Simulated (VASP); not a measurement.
Mg2Si:

```
CELL_PARAMETERS angstrom
0.00000 3.16982 3.16982
3.16982 0.00000 3.16982
3.16982 3.16982 0.00000
ATOMIC_POSITIONS crystal
Mg 0.25000 0.25000 0.25000
Mg 0.75000 0.75000 0.75000
Si 0.00000 0.00000 0.00000
```

The cell is a database's computed one.

* Program: VASP 6.6.1
* Task: relaxation of cell and atoms
* Functional: RPBE
* Potentials or basis: VASP PAW PBE potentials, release 64 (Mg, Si)
* Cutoff: 600 eV
* k mesh: 10 × 10 × 10
* Occupations: gaussian, width 0.1 eV
* Spin: no spin polarisation

At the start: pressure 1.9 GPa; volume 21.23 Å³/atom.

Question: How do energy, volume and symmetry change on relaxing?

Answer: Over 3 steps the energy falls by 4.1 meV/atom and the volume is 21.96 Å³/atom (+3.4 %); space group Fm-3m (No. 225, to 0.05 Å).

The path:
```
step  energy change (eV)  largest force (eV/Å)  pressure (GPa)  volume (Å³)
   1              0.0000                0.0000            1.87        63.70
   2             -0.0122                0.0000           -0.11        66.01
   3             -0.0123                0.0000            0.00        65.87
```

Final structure:
```xyz
3
Lattice="0.0000 3.2054 3.2054 3.2054 0.0000 3.2054 3.2054 3.2054 0.0000" Properties=species:S:1:pos:R:3 pbc="T T T"
Mg    1.6027    1.6027    1.6027
Mg    4.8081    4.8081    4.8081
Si    0.0000    0.0000    0.0000
```

Caveat: the PAW data sets were made with another functional, which shifts forces and pressure a little.
